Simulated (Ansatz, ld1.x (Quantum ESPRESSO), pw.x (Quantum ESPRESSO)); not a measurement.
What a changed setting does to a pw.x run (bcc Ru)

Potential: PAW, ld1.x (Quantum ESPRESSO) 7.5, PBE; core [Ar] 3d10, reference 4s2 4p6 4d7 5s0 5p0; waves: 4s (bound): rcut 1.30, rcutus 1.50 bohr; 5s (bound, empty): rcut 1.30, rcutus 1.50 bohr; 4p (bound): rcut 1.70, rcutus 1.80 bohr; 5p (bound, empty): rcut 1.70, rcutus 1.80 bohr; 4d (bound): rcut 1.70, rcutus 2.00 bohr; 4d channel at -0.35 Ry: rcut 1.70, rcutus 2.00 bohr; local part: all-electron potential smoothed inside 1.75 bohr (lloc = -2); core correction: Bessel-smoothed model core inside 1.48 bohr; augmentation: BESSEL, radius 1.45 bohr.

The reference run (k-mesh 15³, cutoffs 60/480 Ry, Fermi–Dirac 0.01 Ry, mixing_beta 0.4, conv_thr 1e-9, no spin) gives 3.43 GPa at 14.192 Å³/atom, where all-electron LAPW gives 1.63 GPa. This run, with its own iteration cap, changes ecutrho/ecutwfc to 6.

```
&control
  calculation='scf', prefix='x', pseudo_dir='./', outdir='./tmp', tstress=.true., disk_io='none'
/
&system
  ibrav=0, nat=1, ntyp=1, ecutwfc=60, ecutrho=360, nbnd=16,
  occupations='smearing', smearing='fd', degauss=0.01
/
&electrons
  conv_thr=1e-09, mixing_beta=0.4, electron_maxstep=70
/
ATOMIC_SPECIES
Ru 1.0 Ru.UPF
CELL_PARAMETERS angstrom
  -1.52520377 1.52520377 1.52520377
  1.52520377 -1.52520377 1.52520377
  1.52520377 1.52520377 -1.52520377
ATOMIC_POSITIONS crystal
Ru 0.0000 0.0000 0.0000
K_POINTS automatic
15 15 15 0 0 0
```

```bash
pw.x < Ru.scf.in > Ru.scf.out
```

Task: How does the run end?

Result: It converges in 26 iterations; the free energy moves by +0.0 meV/atom and the pressure by +0.01 GPa. The result is that of the reference run.

```
Message from routine setup:
     using ibrav=0 with symmetry is DISCOURAGED, use correct ibrav instead
     lattice parameter (alat)  =       4.9921  a.u.
     unit-cell volume          =      95.7724 (a.u.)^3
     number of electrons       =        16.00
     number of Kohn-Sham states=           16
     kinetic-energy cutoff     =      60.0000  Ry
     charge density cutoff     =     360.0000  Ry
     scf convergence threshold =      1.0E-09
     Exchange-correlation= SLA  PW   PBX  PBC
     number of k points=   120  Fermi-Dirac smearing, width (Ry)=  0.0100
     iteration #  1     ecut=    60.00 Ry     beta= 0.40
     total energy              =    -431.31368253 Ry
     estimated scf accuracy    <       2.21327952 Ry
     iteration #  2     ecut=    60.00 Ry     beta= 0.40
     total energy              =    -431.59239008 Ry
     estimated scf accuracy    <       0.04576697 Ry
     iteration #  3     ecut=    60.00 Ry     beta= 0.40
     total energy              =    -431.62533414 Ry
     estimated scf accuracy    <       0.01048143 Ry
     iteration #  4     ecut=    60.00 Ry     beta= 0.40
     total energy              =    -431.63065849 Ry
     estimated scf accuracy    <       0.01162337 Ry
     iteration #  5     ecut=    60.00 Ry     beta= 0.40
     total energy              =    -431.64154644 Ry
     estimated scf accuracy    <       0.01740538 Ry
     iteration #  6     ecut=    60.00 Ry     beta= 0.40
     total energy              =    -431.64600592 Ry
     estimated scf accuracy    <       0.03907856 Ry
     [... 14 iterations left out ...]
     iteration # 21     ecut=    60.00 Ry     beta= 0.40
     total energy              =    -431.62873930 Ry
     estimated scf accuracy    <       0.00000081 Ry
     iteration # 22     ecut=    60.00 Ry     beta= 0.40
     total energy              =    -431.62873904 Ry
     estimated scf accuracy    <       0.00000053 Ry
     iteration # 23     ecut=    60.00 Ry     beta= 0.40
     total energy              =    -431.62873911 Ry
     estimated scf accuracy    <          7.3E-09 Ry
     iteration # 24     ecut=    60.00 Ry     beta= 0.40
     total energy              =    -431.62873918 Ry
     estimated scf accuracy    <       0.00000003 Ry
     iteration # 25     ecut=    60.00 Ry     beta= 0.40
     total energy              =    -431.62873919 Ry
     estimated scf accuracy    <          6.8E-09 Ry
     iteration # 26     ecut=    60.00 Ry     beta= 0.40
     the Fermi energy is    22.0379 ev
!    total energy              =    -431.62873919 Ry
     estimated scf accuracy    <          3.6E-11 Ry
     smearing contrib. (-TS)   =      -0.00879748 Ry
     The total energy is F=E-TS. E is the sum of the following terms:
     one-electron contribution =     -32.47081327 Ry
     hartree contribution      =      33.58760378 Ry
     xc contribution           =     -20.73287650 Ry
     ewald contribution        =    -161.61927271 Ry
     one-center paw contrib.   =    -250.38458301 Ry
     convergence has been achieved in  26 iterations
          total   stress  (Ry/bohr**3)                   (kbar)     P=       34.39
     Message from routine punch:
     Nothing written, as per user request (disk_io='none')
```

The run took about 50 s on one core of a shared host (Neoverse-V1, 32 threads, 247 GiB, load 14).
